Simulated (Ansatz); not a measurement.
# TiTe2 monolayer (1T): modes against uniaxial strain along the armchair direction, normal to a, with the width clamped, part 2 of 3

Wanted: the shifts of the zone-centre modes of TiTe2 monolayer (1T) with strain.

Ansatz 0.2.0; DFT PBE, scalar-relativistic, plane waves, PAW; PAW set soft_1.

So far: Starting point; A rough relaxation first; Relaxation.

### 4. Tight relaxation

Phonons need small forces and stress, so the relaxation is finished with tight tolerances on 12×12×1 k points.

input.yaml

```yaml
crystal:
  lattice:
    - [3.7538330906, 0.0, 0.0]
    - [-1.8769165453, 3.2509148181, 0.0]
    - [0.0, 0.0, 30.424]
  atoms:
    - { symbol: Ti, position: [0.0, 0.0, 0.328687878] }
    - { symbol: Te, position: [0.3333333333, 0.6666666667, 0.3859565477] }
    - { symbol: Te, position: [0.6666666667, 0.3333333333, 0.2714192083] }
  periodic: [true, true, false]
kpoints:
  mp_grid: { grid: [12, 12, 1] }
hamiltonian:
  xc: pbe
  pseudopotentials: { kind: paw, azcp: { folder: soft_1 } }
scf:
  occupations: { method: methfessel_paxton, width: 0.2 }
output:
  forces: true
  stress: true
  eigenvalues: true
  write_density: true
  write_potential: true
  elf: true
  volumetric_format: npy
relax:
  adjacent_minimum: "off"
  f_tol: 0.001
  max_steps: 60
  cell: { stress_2d_tol: 0.002 }
```

Started as:

```bash
ansatz run input.yaml --threads 8 --pin off --max-ram 16384MiB --backend cpu --events-out ev --progress --plain --runs-dir out
```

Numbers of over 12 decimals in the logs are rounded to 6 here.

The program printed:

```text
[...]
Crystal: 3 atoms, lattice volume = 371.276 Å³
Basis set: ecut = 420 eV, 7313 PW (Γ), exchange–correlation on 54×54×432 points (8 copies of the dense FFT grid, shifted against one another)
Bands: 27, of which v1, the nominal top of the filled ones, is band 22 counted from 1 (21 counted from 0)
Symmetry: 12 space group operations
[...]
k-points: 19 of 144
[...]
--- Relaxed structure (3 steps of the walk, 2 accepted, 1 SCFs on fresh bases) ---
[...]
cell:  # Å, volume = 371.3066 Å³
    - [3.753988, 0.0, 0]
    - [-1.876994, 3.251049, 0]
    - [0, 0, 30.424]
  atoms:
    - { symbol: Ti, position: [0, 0, 0.328688] }
    - { symbol: Te, position: [0.333333, 0.666667, 0.385943] }
    - { symbol: Te, position: [0.666667, 0.333333, 0.271433] }
[key lines of the parts left out:]
SCF converged after 10 iterations
Free energy (F): -16461.850823 eV
Fermi energy:    -4.838961 eV
P = ½ c Tr σ = 0.0009 N/m
```

Wall time 3.7 s (8 threads of AMD EPYC 9B45 (Zen 5), shared host); peak memory 1.1 GiB; 25 s of CPU time.

Little changed from the start: no atom moved by 0.005 Å and no cell edge by 0.1 %.

Valence density in the ac plane at fractional y = 0.333, with atoms of Te within 0.2 Å of it. It is the smooth field of the valence electrons, not physical close to the nuclei.

Values in e/Å³, 24 rows by 14 columns, each cell a mean:
```
 0  0  0  0  0  0  0  0  0  0  0  0  0  0
 0  0  0  0  0  0  0  0  0  0  0  0  0  0
 0  0  0  0  0  0  0  0  0  0  0  0  0  0
 0  0  0  0  0  0  0  0  0  0  0  0  0  0
 0  0  0  0  0  0  0  0  0  0  0  0  0  0
 0  0  0  0  0  0  0  0  0  0  0  0  0  0
 0  0  0  0  0  0  0  0  0  0  0  0  0  0
 0  0  0  0  0  0  0  0  0  0  0  0  0  0
 0  0  0  0  0  0  0  0  0  0  0  0  0  0
 0  0  0  0  0  0  0  0  0  0  0  0  0  0
 0  0  0  0  0  0  0  0  0  0  0  0  0  0
 0  0  0  0  0  0  0  0  0  0  0  0  0  0
 0  0  0  0  0  0  0  0  0  0  0  0  0  0
 0  0  0  0  0  0  0  0  0  0  0  0  0  0
 0  0  0  0  0  0  0  0  0  0  0  0  0  0
 0  0  0  0  0  0  0  0  0  0  0  0  0  0
 0  0  0  0  0  0  0  0  1  1  1  1  0  0
 0  0  0  0  0  0  1  3  7 11  9  4  1  1
 0  0  0  0  0  0  0  0  0  0  0  0  0  0
 0  0  0  0  0  0  0  0  0  0  0  0  0  0
 0  0  0  0  0  0  0  0  0  0  0  0  0  0
 0  0  0  0  0  0  0  0  0  0  0  0  0  0
 0  0  0  0  0  0  0  0  0  0  0  0  0  0
 0  0  0  0  0  0  0  0  0  0  0  0  0  0
```
Columns run along a (3.8 Å), rows up along c (30.4 Å). Atoms in or near the plane, at fractional coordinates: Te at (0.67, 0.27).

Electrostatic potential energy in the ac plane at fractional y = 0.333, with atoms of Te within 0.2 Å of it. With pseudopotentials it is smooth inside the atoms' cores, unlike the true potential.

Ten even steps from '_' (-13 eV) to '@' (0 eV), each cell a mean:
```
@@@@@@@@@@@@@@@@@@@@@@@@@@@@
@@@@@@@@@@@@@@@@@@@@@@@@@@@@
@@@@@@@@@@@@@@@@@@@@@@@@@@@@
@@@@@@@@@@@@@@@@@@@@@@@@@@@@
@@@@@@@@@@@@@@@@@@@@@@@@@@@@
@@@@@@@@@@@@@@@@@@@@@@@@@@@@
@@@@@@@@@@@@@@@@@@@@@@@@@@@@
@@@@@@@@@@@@@@@@@@@@@@@@@@@@
@@@@@@@@@@@@@@@@@@@@@@@@@@@@
@@@@@@@@@@@@@@@@@@@@@@@@@@@@
@@@@@@@@@@@@@@@@@@@@@@@@@@@@
@@@@@@@@@@@@@@@@@@@@@@@@@@@@
@@@@@@@@@@@@@@@@@@@@@@@@@@@@
@@%%%%%%@@@@@@@@@@@@@@@@@@@@
==::....--++##%%@@@@@@%%%%**
==--::--==**##%%%%@@%%%%##**
++======++++==----------====
++##%%%%**::____--**++______
@@@@@@@@@@%%##**++++++****%%
@@@@@@@@@@@@@@@@@@@@@@@@@@@@
@@@@@@@@@@@@@@@@@@@@@@@@@@@@
@@@@@@@@@@@@@@@@@@@@@@@@@@@@
@@@@@@@@@@@@@@@@@@@@@@@@@@@@
@@@@@@@@@@@@@@@@@@@@@@@@@@@@
```
Columns run along a (3.8 Å; values clipped at the 3rd and 97th percentile), rows up along c (30.4 Å). Atoms in or near the plane, at fractional coordinates: Te at (0.67, 0.27).

ELF in the ac plane at fractional y = 0.333, with atoms of Te within 0.2 Å of it. It is the smooth field of the valence electrons, not physical close to the nuclei.

Values, 24 rows by 14 columns, each cell a mean:
```
0.00 0.00 0.00 0.00 0.00 0.00 0.00 0.00 0.00 0.00 0.00 0.00 0.00 0.00
0.00 0.00 0.00 0.00 0.00 0.00 0.00 0.00 0.00 0.00 0.00 0.00 0.00 0.00
0.00 0.00 0.00 0.00 0.00 0.00 0.00 0.00 0.00 0.00 0.00 0.00 0.00 0.00
0.00 0.00 0.00 0.00 0.00 0.00 0.00 0.00 0.00 0.00 0.00 0.00 0.00 0.00
0.00 0.00 0.00 0.00 0.00 0.00 0.00 0.00 0.00 0.00 0.00 0.00 0.00 0.00
0.00 0.00 0.00 0.00 0.00 0.00 0.00 0.00 0.00 0.00 0.00 0.00 0.00 0.00
0.00 0.00 0.00 0.00 0.00 0.00 0.00 0.00 0.00 0.00 0.00 0.00 0.00 0.00
0.00 0.00 0.00 0.00 0.00 0.00 0.00 0.00 0.00 0.00 0.00 0.00 0.00 0.00
0.00 0.00 0.00 0.00 0.00 0.00 0.00 0.00 0.00 0.00 0.00 0.00 0.00 0.00
0.00 0.00 0.00 0.00 0.00 0.00 0.00 0.00 0.00 0.00 0.00 0.00 0.00 0.00
0.00 0.00 0.00 0.00 0.00 0.00 0.00 0.00 0.00 0.00 0.00 0.00 0.00 0.00
0.00 0.00 0.00 0.00 0.00 0.00 0.00 0.00 0.00 0.00 0.00 0.00 0.00 0.00
0.03 0.05 0.06 0.05 0.04 0.02 0.01 0.00 0.00 0.00 0.00 0.00 0.01 0.01
0.39 0.49 0.53 0.51 0.43 0.30 0.15 0.06 0.02 0.01 0.01 0.03 0.10 0.22
0.63 0.63 0.62 0.63 0.62 0.57 0.40 0.22 0.09 0.05 0.06 0.14 0.33 0.52
0.39 0.41 0.41 0.41 0.39 0.36 0.28 0.20 0.14 0.12 0.12 0.17 0.24 0.33
0.31 0.18 0.11 0.14 0.26 0.41 0.50 0.50 0.46 0.44 0.45 0.49 0.50 0.46
0.59 0.39 0.21 0.30 0.53 0.60 0.49 0.32 0.15 0.10 0.12 0.25 0.43 0.57
0.34 0.12 0.04 0.08 0.25 0.51 0.68 0.73 0.74 0.74 0.74 0.74 0.71 0.61
0.03 0.01 0.00 0.00 0.02 0.06 0.15 0.23 0.29 0.32 0.31 0.26 0.18 0.10
0.00 0.00 0.00 0.00 0.00 0.00 0.00 0.01 0.01 0.01 0.01 0.01 0.00 0.00
0.00 0.00 0.00 0.00 0.00 0.00 0.00 0.00 0.00 0.00 0.00 0.00 0.00 0.00
0.00 0.00 0.00 0.00 0.00 0.00 0.00 0.00 0.00 0.00 0.00 0.00 0.00 0.00
0.00 0.00 0.00 0.00 0.00 0.00 0.00 0.00 0.00 0.00 0.00 0.00 0.00 0.00
```
Columns run along a (3.8 Å), rows up along c (30.4 Å). Atoms in or near the plane, at fractional coordinates: Te at (0.67, 0.27).

The largest force component left is 0.038 meV/Å, within the tolerances set.

### 5. Zone-centre response at rest

The force constants come from the linear response of the density to a displacement.

The modes at rest are the reference of the series.

input.yaml, the sections that differ from step 4:

```yaml
crystal:
  lattice:
    - [3.7539879042, 0.0, 0.0]
    - [-1.8769939521, 3.2510488906, 0.0]
    - [0.0, 0.0, 30.424]
  atoms:
    - { symbol: Ti, position: [0.0, 0.0, 0.328687878] }
    - { symbol: Te, position: [0.3333333333, 0.6666666667, 0.3859427272] }
    - { symbol: Te, position: [0.6666666667, 0.3333333333, 0.2714330288] }
  periodic: [true, true, false]
output:
  eigenvalues: true
phonons:
  method: dfpt
# kpoints, hamiltonian, scf: as in step 4
# relax: removed
```

The program printed:

```text
Warning: crystal.symmetry: narrowed to the stabiliser of the run's FFT grids — unitary ops 12 → 6. A phonons.method: dfpt run fills in the rows of the dynamical matrix that it does not solve by its symmetry operations, which is exact only for operations that map its FFT grids onto themselves: filled in by any other, the frequencies could depend on the order in which like atoms are typed, or, by more than the grids' own error, on where the crystal sits among the grids' points. Excluded: 6 operations. The run can therefore solve more perturbations, solve them on more k-points, or both, and cost more. [rest of the remark cut]
[...]
Crystal: 3 atoms, lattice volume = 371.307 Å³
Basis set: ecut = 420 eV, 7313 PW (Γ), exchange–correlation on 54×54×432 points (8 copies of the dense FFT grid, shifted against one another)
Bands: 27, of which v1, the nominal top of the filled ones, is band 22 counted from 1 (21 counted from 0)
Symmetry: 12 space group operations
k-points: 43 of 144 (irreducible under 2 space group operations, time reversal used)
[...]
SCF iter   1: F=—  HF=-16462.154143 eV  |F-HF|=—  |Δ(HF+E_count)|=         —  Δρ=1.33e-2  dr2=1.44e0  ethr=3.10e-3  ⟨swp⟩=13.2  Hψ=7604  notcnv=0
[...]
SCF iter  11: F=-16461.850823 eV  HF=-16461.850823 eV  |F-HF|=1.89e-10  |Δ(HF+E_count)|=   1.56e-9  S|Δr|=    0.00e0  Δρ=3.38e-8  dr2=7.50e-12  ethr=1.00e-12  ⟨swp⟩=12.8  Hψ=9515  notcnv=0
SCF 1 converged in 11 iterations: F = -16461.850823 eV  dr2 = 7.50e-12
[...]
DFPT response loops at Γ: preconditioner auto → none (partly filled bands, converged f_vac=0.750); β = 0.50; Broyden in place of MSR1
SCF converged after 11 iterations
[...]
Free energy (F): -16461.850823 eV
[...]
Internal energy: -16461.854846 eV  (E = F + TS)
E sigma→0 (E₀):  -16461.851828 eV
Entropy (-TS):   0.004024 eV (1.341 meV/atom)
Fermi energy:    -4.838960 eV
[...]
--- Band table (eV; the first three rows and the last of 43) ---
  k-point 0: bands = [... 18 lower, -6.3069, -6.2712, -4.4164, -4.4164, -4.3395, -3.6978, -3.6978, -1.4832, ... 1 higher]
  k-point 1: bands = [... 18 lower, -6.2965, -5.9301, -4.8839, -4.6422, -4.3898, -3.6837, -3.5466, -1.9351, ... 1 higher]
  k-point 2: bands = [... 18 lower, -6.2842, -6.0315, -5.7260, -5.0130, -4.4855, -3.6123, -3.3992, -2.5336, ... 1 higher]
  k-point 42: bands = [... 18 lower, -7.4913, -7.1201, -7.0842, -6.4677, -3.9617, -3.7417, -3.4611, -2.8658, ... 1 higher]
--- Phonons (Γ-DFPT): 6 representative perturbations + reference, on 43 of 144 k-points (Σ response iterations 31) ---
  ASR residual: 1.144e-4 → 0.000e0 eV/Å²; symmetrization residual: 2.406e-5 eV/Å²
  The last average, over the group as it would stand without the narrowing to the FFT grids, took up to 3.220e-6 eV/Å² of the zone centre's force constants
  ASR residual per site (eV/Å²): 1.14e-4 4.08e-5 3.46e-5
  Γ frequencies (cm⁻¹): 0.00 0.00 0.00 92.21 92.21 134.03 155.11 155.11 261.80
  non-analytic LO–TO correction: not included (Born effective charges unavailable; polar crystals: no LO–TO splitting at Γ)
```

The job ended after 21 s (8 threads; peak memory 2 GiB; 2.4 min of CPU time).

Numbers from this step:

```yaml
sum_rule_residual_before_enforcement: 1.14e-4 eV/Å²
point_group: -3m
highest_optical_mode_at_the_zone_centre_no_lo_to_term: 261.8 cm⁻¹
lowest_optical_zone_centre_mode: 92.21 cm⁻¹
```

Patterns of degenerate modes are one choice out of their space. Modes at Γ, with each element's share of the kinetic energy:

| mode | frequency (cm⁻¹) | symmetry | Ti % | Te % |
| --- | --- | --- | --- | --- |
| 1 | 0.0 | acoustic | 16 | 84 |
| 2 | 0.0 | acoustic | 16 | 84 |
| 3 | 0.0 | acoustic | 16 | 84 |
| 4 | 92.2 | Eg | 0 | 100 |
| 5 | 92.2 | Eg | 0 | 100 |
| 6 | 134.0 | A1g | 0 | 100 |
| 7 | 155.1 | Eu | 84 | 16 |
| 8 | 155.1 | Eu | 84 | 16 |
| 9 | 261.8 | A2u | 84 | 16 |

Displacements in mode 5 (92.2 cm⁻¹), the largest set to 1:
```
Ti1  0.00  0.00  0.00
Te2  0.39  1.00  0.00
Te3 -0.39 -1.00  0.00
```

Displacements in mode 6 (134.0 cm⁻¹), the largest set to 1:
```
Ti1  0.00  0.00  0.00
Te2  0.00  0.00 -1.00
Te3  0.00  0.00  1.00
```

Before it was imposed, the acoustic sum rule was missed by 1.1e-4 eV/Å². Small misses are needed for a sound result but don't prove that mesh and cutoff are converged. The lowest optical mode is real, 92.2 cm⁻¹.

### 6. A member of the series: uniaxial strain of +5 % along the armchair direction, normal to a, with the width clamped

The cell takes a uniaxial strain of +5 % along the armchair direction, normal to a, with the width clamped. The cell is held, and the atoms relax in it.

input.yaml, the sections that differ from step 5:

```yaml
crystal:
  lattice:
    - [3.7539879042, 0.0, 0.0]
    - [-1.8769939521, 3.4136013351, 0.0]
    - [0.0, 0.0, 30.424]
  atoms:
    - { symbol: Ti, position: [0.0, 0.0, 0.328687878] }
    - { symbol: Te, position: [0.3304466737, 0.6608933474, 0.3848623702] }
    - { symbol: Te, position: [0.6695533263, 0.3391066526, 0.2725133858] }
  periodic: [true, true, false]
output:
  forces: true
  stress: true
  eigenvalues: true
relax:
  adjacent_minimum: "off"
  f_tol: 0.001
  max_steps: 60
# kpoints, hamiltonian, scf: as in step 5
# phonons: removed
```

The program printed:

```text
[...]
--- Relaxed structure (4 steps of the walk, 3 accepted, 0 SCFs on fresh bases) ---
  F+E_penalty+E_count = -16461.81051410 eV   max|allowed force component| = 8.743e-5 eV/Å
  cell:  # Å, volume = 389.8719 Å³
    - [3.7539879042, 0.0, 0.0]
    - [-1.8769939521, 3.4136013351, 0.0]
    - [0.0, 0.0, 30.424]
  atoms:
    - { symbol: Ti, position: [0.0, 0.0, 0.328687878] }
    - { symbol: Te, position: [0.329827, 0.659655, 0.384589] }
    - { symbol: Te, position: [0.670173, 0.340345, 0.272787] }
[key lines of the parts left out:]
SCF converged after 5 iterations
Free energy (F): -16461.810514 eV
Fermi energy:    -4.924491 eV
P = ½ c Tr σ = -1.2496 N/m
```

Run time: 5.7 s. Hardware: 8 threads; peak memory 1.2 GiB.

The steps of the relaxation:

| step | energy less that of the first step (eV) | largest force component (eV/Å) |
| --- | --- | --- |
| 1 | 0.0000 | 0.0640 |
| 2 | 0.0005 | 0.0931 |
| 3 | -0.0006 | 0.0027 |
| 4 | -0.0006 | 0.0001 |

Relaxation step 2 was tried and not accepted.

The run keeps the 4 symmetry operations that it works with, so distortions that break them were not tested.

Final coordinates:

```xyz
3
Lattice="3.7540 0.0000 0.0000 -1.8770 3.4136 0.0000 0.0000 0.0000 30.4240" Properties=species:S:1:pos:R:3
Ti    0.0000    0.0000   10.0000
Te    0.0000    2.2518   11.7007
Te    1.8770    1.1618    8.2993
```

This step gave:

| Quantity | Value |
| --- | --- |
| area per atom | 4.272 Å² |

The largest force component left is 0.087 meV/Å.

### 7. Zone-centre modes of the member: uniaxial strain of +5 % along the armchair direction, normal to a, with the width clamped

The zone-centre modes follow for uniaxial strain of +5 % along the armchair direction, normal to a, with the width clamped.

input.yaml, the sections that differ from step 6:

```yaml
crystal:
  lattice:
    - [3.7539879042, 0.0, 0.0]
    - [-1.8769939521, 3.4136013351, 0.0]
    - [0.0, 0.0, 30.424]
  atoms:
    - { symbol: Ti, position: [0.0, 0.0, 0.328687878] }
    - { symbol: Te, position: [0.3298273037, 0.6596546074, 0.3845892551] }
    - { symbol: Te, position: [0.6701726963, 0.3403453926, 0.2727865009] }
  periodic: [true, true, false]
output:
  eigenvalues: true
phonons:
  method: dfpt
# kpoints, hamiltonian, scf: as in step 6
# relax: removed
```

The program printed:

```text
[...]
Crystal: 3 atoms, lattice volume = 389.872 Å³
Basis set: ecut = 420 eV, 7657 PW (Γ), exchange–correlation on 54×54×432 points (8 copies of the dense FFT grid, shifted against one another)
Bands: 27, of which v1, the nominal top of the filled ones, is band 22 counted from 1 (21 counted from 0)
Symmetry: 4 space group operations
k-points: 43 of 144 (irreducible under 2 space group operations, time reversal used)
[...]
SCF iter  11: F=-16461.810514 eV  HF=-16461.810514 eV  |F-HF|=2.73e-10  |Δ(HF+E_count)|=   1.47e-9  S|Δr|=    0.00e0  Δρ=4.54e-8  dr2=9.96e-12  ethr=1.00e-12  ⟨swp⟩=14.5  Hψ=8855  notcnv=0
SCF 1 converged in 11 iterations: F = -16461.810514 eV  dr2 = 9.96e-12
[...]
SCF converged after 11 iterations
[...]
Free energy (F): -16461.810514 eV
[...]
Internal energy: -16461.812613 eV  (E = F + TS)
E sigma→0 (E₀):  -16461.811039 eV
Entropy (-TS):   0.002099 eV (0.700 meV/atom)
Fermi energy:    -4.924495 eV
[...]
--- Band table (eV; the first three rows and the last of 43) ---
  k-point 0: bands = [... 18 lower, -6.4307, -6.1040, -4.6750, -4.5134, -4.3580, -4.2423, -3.8468, -1.8183, ... 1 higher]
  k-point 1: bands = [... 18 lower, -6.4156, -5.9096, -5.2296, -4.7068, -4.5368, -3.9357, -3.7103, -2.2391, ... 1 higher]
  k-point 2: bands = [... 18 lower, -6.3837, -6.2901, -5.7322, -5.0277, -4.6479, -3.7521, -3.5689, -2.7847, ... 1 higher]
  k-point 42: bands = [... 18 lower, -7.4891, -7.1035, -7.0440, -6.4723, -4.1992, -3.9029, -3.6240, -3.0317, ... 1 higher]
[...]
ASR residual: 1.725e-4 → 0.000e0 eV/Å²; symmetrization residual: 3.516e-5 eV/Å²
[...]
ASR residual per site (eV/Å²): 1.73e-4 1.38e-4 1.36e-4
  Γ frequencies (cm⁻¹): 0.00 0.00 0.00 91.29 92.78 130.00 130.22 137.06 245.60
[...]
```

The job ended after 30 s (8 threads; peak memory 2.1 GiB).

This step gave:

```yaml
sum_rule_residual_before_enforcement: 1.73e-4 eV/Å²
point_group: 2/m
highest_optical_mode_at_the_zone_centre_no_lo_to_term: 245.6 cm⁻¹
lowest_optical_zone_centre_mode: 91.29 cm⁻¹
```

Patterns of degenerate modes are one choice out of their space. Modes at Γ, with each element's share of the kinetic energy:

| mode | frequency (cm⁻¹) | symmetry | Ti % | Te % |
| --- | --- | --- | --- | --- |
| 1 | 0.0 | acoustic | 16 | 84 |
| 2 | 0.0 | acoustic | 16 | 84 |
| 3 | 0.0 | acoustic | 16 | 84 |
| 4 | 91.3 | Ag | 0 | 100 |
| 5 | 92.8 | Bg | 0 | 100 |
| 6 | 130.0 | Ag | 0 | 100 |
| 7 | 130.2 | Au | 84 | 16 |
| 8 | 137.1 | Bu | 84 | 16 |
| 9 | 245.6 | Bu | 84 | 16 |

The lowest optical mode is real, 91.3 cm⁻¹, and the highest lies at 245.6 cm⁻¹.

Between step 5 and this run (strain 5 %) the value for the highest optical mode at the zone centre (no LO-TO term) moves from 262 cm⁻¹ to 246 cm⁻¹ (-6 %).

### 8. Relaxation of a member: uniaxial strain of -3 % along the armchair direction, normal to a, with the width clamped

The cell takes a uniaxial strain of -3 % along the armchair direction, normal to a, with the width clamped. The cell is held, and the atoms relax in it.

input.yaml, the sections that differ from step 7:

```yaml
crystal:
  lattice:
    - [3.7539879042, 0.0, 0.0]
    - [-1.8769939521, 3.1535174239, 0.0]
    - [0.0, 0.0, 30.424]
  atoms:
    - { symbol: Ti, position: [0.0, 0.0, 0.328687878] }
    - { symbol: Te, position: [0.3350486068, 0.6700972136, 0.3865000539] }
    - { symbol: Te, position: [0.6649513932, 0.3299027864, 0.2708757021] }
  periodic: [true, true, false]
output:
  forces: true
  stress: true
  eigenvalues: true
relax:
  adjacent_minimum: "off"
  f_tol: 0.001
  max_steps: 60
# kpoints, hamiltonian, scf: as in step 7
# phonons: removed
```

The program printed:

```text
[...]
Crystal: 3 atoms, lattice volume = 360.167 Å³
Basis set: ecut = 420 eV, 7041 PW (Γ), exchange–correlation on 54×50×432 points (8 copies of the dense FFT grid, shifted against one another)
Bands: 27, of which v1, the nominal top of the filled ones, is band 22 counted from 1 (21 counted from 0)
Symmetry: 4 space group operations
[...]
--- Relaxed structure (5 steps of the walk, 4 accepted, 0 SCFs on fresh bases) ---
  F+E_penalty+E_count = -16461.83499249 eV   max|allowed force component| = 5.254e-5 eV/Å
  cell:  # Å, volume = 360.1674 Å³
    - [3.7539879042, 0.0, 0.0]
    - [-1.8769939521, 3.1535174239, 0.0]
    - [0.0, 0.0, 30.424]
  atoms:
    - { symbol: Ti, position: [0.0, 0.0, 0.328687878] }
    - { symbol: Te, position: [0.335936, 0.671873, 0.386784] }
    - { symbol: Te, position: [0.664064, 0.328127, 0.270592] }
[key lines of the parts left out:]
SCF converged after 5 iterations
Free energy (F): -16461.834992 eV
Fermi energy:    -4.763090 eV
P = ½ c Tr σ = 0.8910 N/m
```

It took 6.5 s on 8 threads; peak memory 1.1 GiB; 46 s of CPU time.

Relaxation path:

| step | energy less that of the first step (eV) | largest force component (eV/Å) |
| --- | --- | --- |
| 1 | 0.0000 | 0.0767 |
| 2 | 0.0007 | 0.1137 |
| 3 | -0.0008 | 0.0032 |
| 4 | -0.0008 | 0.0023 |
| 5 | -0.0008 | 0.0001 |

Relaxation step 2 was tried and not accepted.

Forces are held to the 4 operations that the run works with; a distortion that breaks them can't arise in this run.

The atoms that moved most (Å):

| atom | dx | dy | dz | length |
| --- | --- | --- | --- | --- |
| Te2 | 0.000 | 0.006 | 0.009 | 0.010 |
| Te3 | 0.000 | -0.006 | -0.009 | 0.010 |

The relaxed structure:

```
Ti Te
1.0
     3.75399    0.00000    0.00000
    -1.87699    3.15352    0.00000
     0.00000    0.00000   30.42400
Ti Te
1 2
Direct
  0.00000 0.00000 0.32869
  0.33594 0.67187 0.38678
  0.66406 0.32813 0.27059
```

Numbers from this step:

- area per atom: 3.946 Å²

The largest force component left is 0.053 meV/Å.

[end of part 2 of 3]

[Logs are printed without paths, hosts, clocks, repeated set-up lines and the standing remarks that a program may print on its own settings, such as how far it seeks lower states.]

[Hosts, paths, dates, database ids (printed as entryN), source tags and the programs' standing remarks are cut or masked in the printed files.]
